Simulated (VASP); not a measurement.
Set up this calculation in VASP 6.6.1, as the native input.

| Item | Value |
| --- | --- |
| Task | relaxation of cell and atoms |
| Functional | BLYP |
| Potentials or basis | VASP PAW PBE potentials, release 64 (Ta_pv, N) |
| Cutoff | 600 eV |
| k mesh | 7 × 7 × 3 |
| Occupations | fermi-dirac, width 0.05 eV |
| Spin | no spin polarisation |
| Further INCAR settings | ALGO = Fast; EDIFF = 1e-06; IBRION = 2; EDIFFG = -0.02; NSW = 60; ISIF = 3 |

The structure of Ta3N lies in POSCAR:

```
Ta3N
1.0
    3.0322239879      0.0000000000      0.0000000000
   -1.5161119940      2.6259830035      0.0000000000
    0.0000000000      0.0000000000      7.5241370000
Ta N
3 1
Direct
    0.6666666667      0.3333333333      0.8260700000
    0.3333333333      0.6666666667      0.1739300000
    0.0000000000      0.0000000000      0.5000000000
    0.0000000000      0.0000000000      0.0000000000
```

The cell comes from a database or a generator and needn't be the stable form of this composition.

The input as run:

INCAR

```
PREC = Accurate
ENCUT = 600
EDIFF = 1E-6
ISMEAR = -1
SIGMA = 0.05
LREAL = F
LASPH = T
NELM = 100
ALGO = Fast
ISIF = 3
LWAVE = F
LCHARG = F
GGA = B5
ALDAX = 1.0
AGGAX = 1.0
AGGAC = 1.0
ALDAC = 0.0
IBRION = 2
NSW = 60
EDIFFG = -0.02
```

KPOINTS

```
Automatic mesh
0
Gamma
  7 7 3
```

Potentials or basis: VASP PAW PBE potentials, release 64 (Ta_pv, N).

Command:

```console
$ cat potpaw_PBE.64/Ta_pv/POTCAR potpaw_PBE.64/N/POTCAR > POTCAR
$ mpirun -np 1 vasp_std > vasp.out
```

Results of the run:

```json
{
  "Relaxed volume": "15.48 Å³/atom",
  "Relaxed cell": "a = 3.033 Å, b = 3.033 Å, c = 7.773 Å, α = 90.00°, β = 90.00°, γ = 120.00°",
  "Space group after relaxing (to 0.05 Å)": "P-3m1 (No. 164)",
  "Energy gained by relaxing": "17.3 meV/atom",
  "Ionic steps": "12",
  "Pressure after relaxing": "0.0 GPa",
  "Band gap on the k mesh": "none (metal or under the smearing width)"
}
```

Caveat: the PAW data sets were made with another functional, which shifts forces and pressure a little.

Wall time 4.9 min on 1 thread of Intel(R) Xeon(R) Platinum 8488C (Sapphire Rapids), on a shared host, peak memory 0.2 GiB.
